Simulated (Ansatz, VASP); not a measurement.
Two plane-wave programs on MgO2

File INCAR:

```
ALGO     = Fast           # electronic algorithm
EDIFF    = 1E-6           # SCF threshold, eV
ENCUT    = 520            # plane-wave cutoff, eV
GGA      = PS             # functional
ISIF     = 2              # what is computed and relaxed
ISMEAR   = 0              # smearing method
LASPH    = True           # aspherical terms in the spheres
LCHARG   = False          # write CHGCAR
LREAL    = False          # projectors in reciprocal space
LWAVE    = False          # write WAVECAR
NBANDS   = 14             # bands
NELM     = 100            # most SCF steps
PREC     = Accurate       # precision mode
SIGMA    = 0.05           # smearing width, eV
```

Contents of KPOINTS:

```
k-points
0
Gamma
  12 12 12
```

POSCAR

```
MgO2
1.0
    1.6047610160      0.9265092046      3.4939788749
   -1.6047610160      0.9265092046      3.4939788749
    0.0000000000     -1.8530184092      3.4939788749
Mg O
1 2
Direct
    0.0000000000      0.0000000000      0.0000000000
    0.4287860000      0.4287860000      0.4287860000
    0.5712140000      0.5712140000      0.5712140000
```

Input for Ansatz:

```yaml
crystal:
  lattice:
    - [1.604761016, 0.9265092046, 3.4939788749]
    - [-1.604761016, 0.9265092046, 3.4939788749]
    - [0.0, -1.8530184092, 3.4939788749]
  atoms:
    - { symbol: Mg, position: [0.0, 0.0, 0.0] }
    - { symbol: O, position: [0.428786, 0.428786, 0.428786] }
    - { symbol: O, position: [0.571214, 0.571214, 0.571214] }
basis:
  ecutwfc: 420
kpoints:
  mp_grid: { grid: [12, 12, 12] }
hamiltonian:
  xc: pbesol
scf:
  occupations: { method: gaussian, width: 0.05 }
output:
  forces: true
  stress: true
  eigenvalues: true
```

The cell comes from a database or a generator and needn't be the stable form of this composition.

Alike in both runs: task single point; functional PBEsol; k mesh 12 × 12 × 12; occupations gaussian, width 0.05 eV; no spin polarisation.

```csv
,VASP,Ansatz
version,VASP 6.6.1,Ansatz 0.2.0
potentials or method,"VASP PAW PBE potentials, release 64 (Mg, O)","scalar-relativistic, plane waves, PAW"
plane-wave cutoff (eV),520,420
valence electrons in the cell,14,22
```

|  | VASP | Ansatz | Ansatz less VASP |
| --- | --- | --- | --- |
| gap on the k mesh at the Fermi level (eV) | 2.21 | 2.23 | +0.027 |
| least direct gap on the mesh (eV) | 2.21 | 2.23 | +0.027 |
| pressure (GPa) | -5.0 | -4.8 | +0.19 |
| largest component of the traceless stress (GPa) | 1.11 | 2.17 | +1.057 |
| rms of the force components (eV/Å) | 0.057 | 0.143 | +0.0861 |

Atom by atom the forces differ by 0.086 eV/Å (rms over components). The functional is the same, so the differences come from potentials, cutoffs and numerics. The two sets of potentials don't hold the same shells in valence.

Caveats: the PAW data sets were made with another functional, which shifts forces and pressure a little (VASP). A hybrid or GW would open this gap; PBEsol tends to underestimate it. A k mesh can miss the band edges.
